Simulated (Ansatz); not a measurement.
# YN (Fm-3m) in Ansatz: equation of state

Aim: energy against volume of YN in PBEsol, for its equilibrium volume and stiffness.

Program: Ansatz 0.2.0. These are calculated values, not measurements. Logs are shortened: lines on timing, memory, paths and dates and some standing lists are left out, and cuts for length are marked.

## 1. The structure

The structure is cubic, space group Fm-3m (No. 225). The conventional cell has a = 4.877 Å, b = 4.877 Å, c = 4.877 Å, α = 90.00°, β = 90.00°, γ = 90.00°. Y (site symmetry m-3m) is surrounded by 6 N at 2.44 Å. N (site symmetry m-3m) has 6 Y at 2.44 Å as nearest neighbours.

## 2. Equation of state, PBEsol

Potentials or basis: all-electron LAPW, scalar-relativistic.

No new run: the results of the series are fitted here.

What came out:

```
Equilibrium volume                      : 14.32 Å³/atom
Bulk modulus                            : 171 GPa
Pressure derivative of the bulk modulus : 4.2
```

Energy against volume, from the lowest point:
| volume (Å³/atom) | energy (meV/atom) |
| --- | --- |
| 13.630 | 18.86 |
| 13.920 | 5.80 |
| 14.210 | 0.00 |
| 14.500 | 0.73 |
| 14.790 | 7.33 |
| 15.080 | 19.23 |
| 15.370 | 35.88 |
